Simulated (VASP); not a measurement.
# ZnSe (Stilleite) (F-43m) in VASP: a series of runs

Aim: see how the results for ZnSe (Stilleite) move with the level of theory and the settings. Levels: PBE, LDA. Tasks: G0W0 quasiparticle levels, dielectric tensor.

Program: VASP 6.6.1. These are calculated values, not measurements. Logs are shortened: lines on timing, memory, paths and dates and some standing lists are left out, and cuts for length are marked.

**Experimental background.**

From “Alloy Disordering Effects on the Thermal Conductivity and Energy Gap Temperature Dependence of Cd1−xZnxSe Ternary Crystals Grown by the Bridgman Method”, 2023, pmc:10253836, for a bulk crystal of ZnSe at 300 K: band gap 2.695 ± 0.003 eV (an exciton energy, a little under the gap).

From a printed reference work, textbook, for a bulk crystal of ZnSe: high-frequency dielectric constant 5.9.

The runs below are set against these values where they give the same quantity.

### Step 1. Starting point

Symmetry: F-43m, No. 216, cubic system. The conventional cell has a = 5.668 Å, b = 5.668 Å, c = 5.668 Å, α = 90.00°, β = 90.00°, γ = 90.00°. Se (site symmetry -43m) has 4 Zn at 2.45 Å as nearest neighbours. Zn (site symmetry -43m) has 4 Se at 2.45 Å as nearest neighbours.

### Step 2. G0W0 quasiparticle levels, PBE

File POSCAR:

```
ZnSe
1.0
    0.0000000000      2.8338000000      2.8338000000
    2.8338000000      0.0000000000      2.8338000000
    2.8338000000      2.8338000000      0.0000000000
Se Zn
1 1
Direct
    0.7500000000      0.7500000000      0.7500000000
    0.0000000000      0.0000000000      0.0000000000
```

File INCAR.step1:

```
SYSTEM = ZnSe
  PREC = Accurate
  ENCUT = 450
  EDIFF = 1E-8
  ISMEAR = 0
  SIGMA = 0.01
  LREAL = .False.
  LASPH = .True.
  NELM = 60
  ALGO = Normal
  LWAVE = .True.
  LCHARG = .False.
  GGA = PE
```

File INCAR.step2:

```
SYSTEM = ZnSe
  PREC = Accurate
  ENCUT = 450
  EDIFF = 1E-8
  ISMEAR = 0
  SIGMA = 0.01
  LREAL = .False.
  LASPH = .True.
  NELM = 1
  ALGO = Exact
  LWAVE = .True.
  LCHARG = .False.
  GGA = PE
  NBANDS = 282
  LOPTICS = .True.
  ISTART = 1
```

File INCAR.step3:

```
SYSTEM = ZnSe
  PREC = Accurate
  ENCUT = 450
  EDIFF = 1E-8
  ISMEAR = 0
  SIGMA = 0.01
  LREAL = .False.
  LASPH = .True.
  ALGO = EVGW0
  LWAVE = .False.
  LCHARG = .False.
  GGA = PE
  NELMGW = 1
  NBANDS = 282
  ENCUTGW = 100
  NOMEGA = 48
  PRECFOCK = Fast
  ISTART = 1
  NBANDSGW = 17
```

File KPOINTS:

```
Automatic mesh
0
Gamma
  3 3 3
  0 0 0
```

Potentials or basis: VASP PAW PBE potentials, release 64 (Se_GW, Zn_GW).

On the command line:

```console
$ cat potpaw_PBE.64/Se_GW/POTCAR potpaw_PBE.64/Zn_GW/POTCAR > POTCAR
$ cp INCAR.step1 INCAR
$ mpirun -np 1 vasp_std > vasp.out
$ cp INCAR.step2 INCAR
$ mpirun -np 1 vasp_std > vasp.out
$ cp INCAR.step3 INCAR
$ mpirun -np 1 vasp_std > vasp.out
```

OUTCAR:

```text
SYSTEM = ZnSe
   PREC = Accurate
   ENCUT = 450
   EDIFF = 1E-8
   ISMEAR = 0
   LREAL = .False.
   LASPH = .True.
   GGA = PE
   NELMGW = 1
   ENCUTGW = 100
   PRECFOCK = Fast
   ISTART = 1

 Found      4 irreducible k-points:

 Following reciprocal coordinates:
            Coordinates               Weight
  0.000000  0.000000  0.000000      1.000000
  0.333333  0.000000  0.000000      8.000000
  0.333333  0.333333  0.000000      6.000000
 -0.333333  0.333333  0.000000     12.000000
   k-points           NKPTS =      4   k-points in BZ     NKDIM =     27   number of bands    NBANDS=    282
   number of dos      NEDOS =    301   number of ions     NIONS =      2
   total plane-waves  NPLWV =  21952
   dimension x,y,z NGX =    28 NGY =   28 NGZ =   28
   dimension x,y,z NGXF=    56 NGYF=   56 NGZF=   56
   ions per type =               1   1
   NGX,Y,Z   is equivalent  to a cutoff of  11.62, 11.62, 11.62 a.u.
   NGXF,Y,Z  is equivalent  to a cutoff of  23.23, 23.23, 23.23 a.u.
 SYSTEM =  ZnSe
   PREC   = accura    normal or accurate (medium, high low for compatibility)
   ISTART =      1    job   : 0-new  1-cont  2-samecut
   ICHARG =      0    charge: 1-file 2-atom 10-const
   ISPIN  =      1    spin polarized calculation?
   LNONCOLLINEAR =      F non collinear calculations
   LSORBIT =      F    spin-orbit coupling
   LASPH  =      T    aspherical Exc in radial PAW
   ENCUT  =  450.0 eV  33.07 Ry    5.75 a.u.   6.93  6.93  6.93*2*pi/ulx,y,z
   NELM   =     60;   NELMIN=  2; NELMDL=  0     # of ELM steps
   EDIFF  = 0.1E-07   stopping-criterion for ELM
   LREAL  =      F    real-space projection
   EDIFFG = 0.1E-06   stopping-criterion for IOM
   NSW    =      0    number of steps for IOM
   IBRION =     -1    ionic relax: 0-MD 1-quasi-New 2-CG
   NFREE  =      0    steps in history (QN), initial steepest desc. (CG)
   ISIF   =      0    stress and relaxation
   ISYM   =      3    0-nonsym 1-usesym 2-fastsym
   POTIM  = 0.5000    time-step for ionic-motion
   TEBEG  =    0.0;   TEEND  =   0.0 temperature during run
   PSTRESS=    0.0 pullay stress
   NELECT =      18.0000    total number of electrons
   NUPDOWN=      -1.0000    fix difference up-down
   EMIN   =  10.00;   EMAX   =-10.00  energy-range for DOS
   EFERMI =   0.00;   METHOD = LEGACY
   ISMEAR =     0;   SIGMA  =   0.01  broadening in eV -4-tet -1-fermi 0-gaus
   EFERMI_NEDOS =   21; number of points for ismear=-14 and -15
   IALGO  =     38    algorithm
   IMIX   =      4    mixing-type and parameters
     AMIX     =   0.40;   BMIX     =  1.00
     AMIX_MAG =   1.60;   BMIX_MAG =  1.00
  volume/ion in A,a.u.               =      22.76       153.57
  Fermi-wavevector in a.u.,A,eV,Ry     =   1.201673  2.270834 19.647073  1.444019
  Thomas-Fermi vector in A             =   2.337476
   LORBIT       =      0    0 simple, 1 ext, 2 COOP (PROOUT), +10 PAW based schemes
   GGA     = PE    functional components
   LHFCALC =     T    Hartree Fock is set to
   PRECFOCK=fast      Normal, Fast or Accurate (Low or Medium for compatibility)
   ENCUT4O =  -1.0   cutoff for four orbital integrals eV
   NKREDX  =     1    reduce k-point grid by
   NKREDY  =     1    reduce k-point grid by
   NKREDZ  =     1    reduce k-point grid by
   AEXX    =    1.0000 exact exchange contribution
   HFSCREEN=    0.0000 screening length (either q_TF or 0.3 A-1)
   HFSCREENC=   0.0000 screening length for correlation (either q_TF or 0.3 A-1)
   ENCUTFOCK=  -1.0 apply spherical cutoff to Coloumb kernel
   IVDW    =     0    specifies the selected vdW correction
   LEPSILON=     F    determine dielectric tensor
   LRPA    =     F    only Hartree local field effects (RPA)
   LRPAFORCE           =     F    calculate RPA forces
   ENCUTGW             = 100.0    cutoff for response function in eV
   ENCUTGWSOFT         =  80.0    soft cutoff for Coulomb kernel in GW response function in eV
   ENCUTLF             =  -1.0    cutoff for local field effects
   NELMGW              =     1    number of iterations in solving QP/BSE equation
   NELMHF              =     1    number of iterations in the inner HF iteration
   NKREDLFX            =     1    NKREDLFY  =   1   NKREDLFZ  =   1
 non-spin polarized calculation
 Gauss-broadening in eV      SIGMA  =   0.01
  energy-cutoff  :      450.00
  volume of cell :       45.51
 maximum number of plane-waves:      1002
  NGX = 16; NGY = 16; NGZ = 16
   NGX = 13   NGY = 13   NGZ = 13
 maximum number of plane-waves:       113
 NGX is ok and might be reduce to    14

 QP shifts <psi_nk| G(iteration)W_0 |psi_nk>: iteration 1
 for sc-GW calculations column KS-energies equals QP-energies in previous step
 and V_xc(KS)=  KS-energies - (<T + V_ion + V_H > + <T+V_H+V_ion>^1  + <V_x>^1)

 k-point   1 :       0.0000    0.0000    0.0000
  band No.  KS-energies  QP-energies   sigma(KS)   V_xc(KS)     V^pw_x(r,r')   Z            occupation Imag(sigma)

      1     -10.5025     -10.9911     -13.0346     -12.3078     -19.8306       0.6723       2.0000       1.1496
      2      -3.8950      -5.6792     -22.3623     -19.7053     -30.8897       0.6715       2.0000       0.2177
      3      -3.8950      -5.6792     -22.3623     -19.7053     -30.8897       0.6715       2.0000       0.2177
      4      -3.8950      -5.6792     -22.3623     -19.7053     -30.8897       0.6715       2.0000       0.2177
      5      -3.5352      -5.4146     -23.2780     -20.4968     -32.0216       0.6757       2.0000       0.1929
      6      -3.5352      -5.4146     -23.2780     -20.4968     -32.0216       0.6757       2.0000       0.1929
[... 9 lines left out ...]
     16      14.1442      14.2707     -10.1498     -10.3197      -4.9907       0.7448       0.0000      -0.2375
     17      15.7309      15.4828      -7.8936      -7.5616      -2.2362       0.7471       0.0000      -0.4881

 k-point   2 :       0.3333    0.0000    0.0000
  band No.  KS-energies  QP-energies   sigma(KS)   V_xc(KS)     V^pw_x(r,r')   Z            occupation Imag(sigma)

      1      -9.9290     -10.3767     -13.4038     -12.7264     -20.0665       0.6610       2.0000       1.0534
      2      -3.8250      -5.6252     -22.5102     -19.8401     -31.0693       0.6742       2.0000       0.2151
      3      -3.8250      -5.6252     -22.5102     -19.8401     -31.0693       0.6742       2.0000       0.2151
      4      -3.7224      -5.4455     -21.5022     -18.9596     -29.5970       0.6777       2.0000       0.2236
      5      -3.5286      -5.4152     -23.2940     -20.5138     -32.0526       0.6786       2.0000       0.1945
      6      -3.5286      -5.4152     -23.2940     -20.5138     -32.0526       0.6786       2.0000       0.1945
[... 9 lines left out ...]
     16      13.7323      13.7702      -9.5537      -9.6043      -4.3199       0.7503       0.0000      -0.2574
     17      18.1579      18.2303      -9.2846      -9.3821      -2.9821       0.7429       0.0000      -0.6602

 k-point   3 :       0.3333    0.3333    0.0000
  band No.  KS-energies  QP-energies   sigma(KS)   V_xc(KS)     V^pw_x(r,r')   Z            occupation Imag(sigma)

      1      -9.7351     -10.1751     -13.5408     -12.8763     -20.1594       0.6623       2.0000       1.0153
      2      -3.8848      -5.5616     -21.0085     -18.5260     -28.9470       0.6755       2.0000       0.2256
      3      -3.7209      -5.5463     -22.7826     -20.0822     -31.4143       0.6759       2.0000       0.2126
      4      -3.7209      -5.5463     -22.7826     -20.0822     -31.4143       0.6759       2.0000       0.2126
      5      -3.5311      -5.3851     -22.9801     -20.2425     -31.6336       0.6772       2.0000       0.2008
      6      -3.4995      -5.3962     -23.3604     -20.5767     -32.1335       0.6814       2.0000       0.1928
[... 9 lines left out ...]
     16      17.9374      17.9783      -8.9575      -9.0119      -2.8043       0.7508       0.0000      -0.6157
     17      19.3955      19.3875      -9.5375      -9.5269      -3.5001       0.7579       0.0000      -0.7690

 k-point   4 :      -0.3333    0.3333    0.0000
  band No.  KS-energies  QP-energies   sigma(KS)   V_xc(KS)     V^pw_x(r,r')   Z            occupation Imag(sigma)

      1      -9.4978      -9.9342     -13.7766     -13.1236     -20.3582       0.6683       2.0000       0.9732
      2      -3.7977      -5.5782     -22.1796     -19.5462     -30.5782       0.6761       2.0000       0.2153
      3      -3.7177      -5.5421     -22.7843     -20.0899     -31.4135       0.6771       2.0000       0.2120
      4      -3.5758      -5.4520     -23.1625     -20.3898     -31.9116       0.6767       2.0000       0.2008
      5      -3.5272      -5.4158     -23.2835     -20.5059     -32.0440       0.6800       2.0000       0.1951
      6      -3.2992      -5.1185     -22.9001     -20.2218     -31.4303       0.6793       2.0000       0.2091
[... 9 lines left out ...]
     16      18.2675      18.2628      -8.9695      -8.9631      -2.8492       0.7453       0.0000      -0.6293
     17      18.9634      18.8538      -8.5931      -8.4479      -2.5833       0.7546       0.0000      -0.6556
```

OUTCAR.step1:

```text
SYSTEM = ZnSe
   PREC = Accurate
   ENCUT = 450
   EDIFF = 1E-8
   ISMEAR = 0
   LREAL = .False.
   LASPH = .True.
[... 170 lines left out ...]
      4.25070      4.25070      4.25070        -0.000000     -0.000000     -0.000000
      0.00000      0.00000      0.00000         0.000000      0.000000      0.000000
 -----------------------------------------------------------------------------------
    total drift:                               -0.000001     -0.000001     -0.000001

  FREE ENERGIE OF THE ION-ELECTRON SYSTEM (eV)
  ---------------------------------------------------
  free  energy   TOTEN  =        -5.7435854918 eV

  energy  without entropy=       -5.7435854918  energy(sigma->0) =       -5.74358549
```

Wall time 58 s (1 thread of AMD EPYC 9R45 (Zen 5), shared host); peak memory 0.26 GiB.

These settings aren't checked as converged: the numbers below hold their error.

Results:

```yaml
Band_gap_on_the_k_mesh_mean-field_level: 1.24 eV, direct
Quasiparticle_gap: 2.31 eV
Least_direct_quasiparticle_gap: 2.31 eV
```

Caveat: the k mesh is coarse (spacing up to 0.64 Å⁻¹), so the values aren't converged; bands, screening cutoff and mesh are small and nothing is extrapolated, so the quasiparticle values aren't converged.

### Step 3. G0W0 quasiparticle levels, PBE

POSCAR is that of step 2.

INCAR.step1 is that of step 2.

INCAR.step2 is that of step 2.

Edit INCAR.step3 of step 2 so:

```diff
@@ -14,3 +14,3 @@
   NBANDS = 282
-  ENCUTGW = 100
+  ENCUTGW = 150
   NOMEGA = 48
```

KPOINTS is that of step 2.

Potentials or basis: VASP PAW PBE potentials, release 64 (Se_GW, Zn_GW).

On the command line:

```console
$ cat potpaw_PBE.64/Se_GW/POTCAR potpaw_PBE.64/Zn_GW/POTCAR > POTCAR
$ cp INCAR.step1 INCAR
$ mpirun -np 1 vasp_std > vasp.out
$ cp INCAR.step2 INCAR
$ mpirun -np 1 vasp_std > vasp.out
$ cp INCAR.step3 INCAR
$ mpirun -np 1 vasp_std > vasp.out
```

OUTCAR:

```text
SYSTEM = ZnSe
   PREC = Accurate
   ENCUT = 450
   EDIFF = 1E-8
   ISMEAR = 0
   LREAL = .False.
   LASPH = .True.
   GGA = PE
   NELMGW = 1
   ENCUTGW = 150
   PRECFOCK = Fast
   ISTART = 1

 Found      4 irreducible k-points:

 Following reciprocal coordinates:
            Coordinates               Weight
  0.000000  0.000000  0.000000      1.000000
  0.333333  0.000000  0.000000      8.000000
  0.333333  0.333333  0.000000      6.000000
 -0.333333  0.333333  0.000000     12.000000
   k-points           NKPTS =      4   k-points in BZ     NKDIM =     27   number of bands    NBANDS=    282
   number of dos      NEDOS =    301   number of ions     NIONS =      2
[... 58 lines left out ...]
   ENCUTLF             =  -1.0    cutoff for local field effects
   NELMGW              =     1    number of iterations in solving QP/BSE equation
   NELMHF              =     1    number of iterations in the inner HF iteration
   NKREDLFX            =     1    NKREDLFY  =   1   NKREDLFZ  =   1
 non-spin polarized calculation
 Gauss-broadening in eV      SIGMA  =   0.01
  energy-cutoff  :      450.00
  volume of cell :       45.51
 maximum number of plane-waves:      1002
  NGX = 16; NGY = 16; NGZ = 16
   NGX = 13   NGY = 13   NGZ = 13
 maximum number of plane-waves:       194

 QP shifts <psi_nk| G(iteration)W_0 |psi_nk>: iteration 1
 for sc-GW calculations column KS-energies equals QP-energies in previous step
 and V_xc(KS)=  KS-energies - (<T + V_ion + V_H > + <T+V_H+V_ion>^1  + <V_x>^1)

 k-point   1 :       0.0000    0.0000    0.0000
  band No.  KS-energies  QP-energies   sigma(KS)   V_xc(KS)     V^pw_x(r,r')   Z            occupation Imag(sigma)

      1     -10.5025     -11.1267     -13.2370     -12.3078     -19.8306       0.6717       2.0000       1.1170
      2      -3.8950      -5.4485     -22.0298     -19.7053     -30.8897       0.6683       2.0000       0.2062
      3      -3.8950      -5.4485     -22.0298     -19.7053     -30.8897       0.6683       2.0000       0.2062
      4      -3.8950      -5.4485     -22.0298     -19.7053     -30.8897       0.6683       2.0000       0.2062
      5      -3.5352      -5.1534     -22.9036     -20.4968     -32.0216       0.6724       2.0000       0.1858
      6      -3.5352      -5.1534     -22.9036     -20.4968     -32.0216       0.6724       2.0000       0.1858
[... 59 lines left out ...]
      3      -3.7177      -5.2973     -22.4342     -20.0899     -31.4135       0.6738       2.0000       0.2017
      4      -3.5758      -5.1913     -22.7892     -20.3898     -31.9116       0.6733       2.0000       0.1937
      5      -3.5272      -5.1524     -22.9083     -20.5059     -32.0440       0.6765       2.0000       0.1880
      6      -3.2992      -4.8682     -22.5431     -20.2218     -31.4303       0.6759       2.0000       0.1984
[... 9 lines left out ...]
     16      18.2675      18.2207      -9.0260      -8.9631      -2.8492       0.7452       0.0000      -0.6493
     17      18.9634      18.8349      -8.6182      -8.4479      -2.5833       0.7543       0.0000      -0.6707
```

OUTCAR.step1:

```text
SYSTEM = ZnSe
   PREC = Accurate
   ENCUT = 450
   EDIFF = 1E-8
   ISMEAR = 0
   LREAL = .False.
   LASPH = .True.
[... 170 lines left out ...]
      4.25070      4.25070      4.25070        -0.000000     -0.000000     -0.000000
      0.00000      0.00000      0.00000         0.000000      0.000000      0.000000
 -----------------------------------------------------------------------------------
    total drift:                               -0.000001     -0.000001     -0.000001

  FREE ENERGIE OF THE ION-ELECTRON SYSTEM (eV)
  ---------------------------------------------------
  free  energy   TOTEN  =        -5.7435854918 eV

  energy  without entropy=       -5.7435854918  energy(sigma->0) =       -5.74358549
```

OUTCAR.step2:

```text
SYSTEM = ZnSe
   PREC = Accurate
   ENCUT = 450
   EDIFF = 1E-8
[... 538 lines left out ...]
  --------------------------------------------------------------------------------------------------------------
     0.00000    27.65811    27.65811    27.65811    -0.00000    -0.00000     0.00000
     2.36453    11.70788    11.70788    11.70788    -0.00000    -0.00000     0.00000
     4.72905    13.03564    13.03564    13.03564    -0.00000    -0.00000     0.00000
     7.09358    -5.85752    -5.85752    -5.85752     0.00000     0.00000    -0.00000
     9.45810    -1.70536    -1.70536    -1.70536    -0.00000     0.00000    -0.00000
    11.82263    -2.66548    -2.66548    -2.66548     0.00000     0.00000    -0.00000
[... 92 lines left out ...]
   231.72356     0.99007     0.99007     0.99007     0.00000     0.00000    -0.00000
   234.08809     0.99029     0.99029     0.99029     0.00000     0.00000    -0.00000
```

Wall time 63 s (1 thread of AMD EPYC 9R45 (Zen 5), shared host); peak memory 0.28 GiB.

The run converged, but some of its settings lie outside the range that counts as converged, so its numbers aren't taken as properties of the crystal.

Results:

```yaml
Band_gap_on_the_k_mesh_mean-field_level: 1.24 eV, direct
Quasiparticle_gap: 2.33 eV
Least_direct_quasiparticle_gap: 2.33 eV
```

Caveat: the k mesh is coarse (spacing up to 0.64 Å⁻¹), so the values aren't converged; bands, screening cutoff and mesh are small and nothing is extrapolated, so the quasiparticle values aren't converged.

(Part 1 of 2 ends here.)
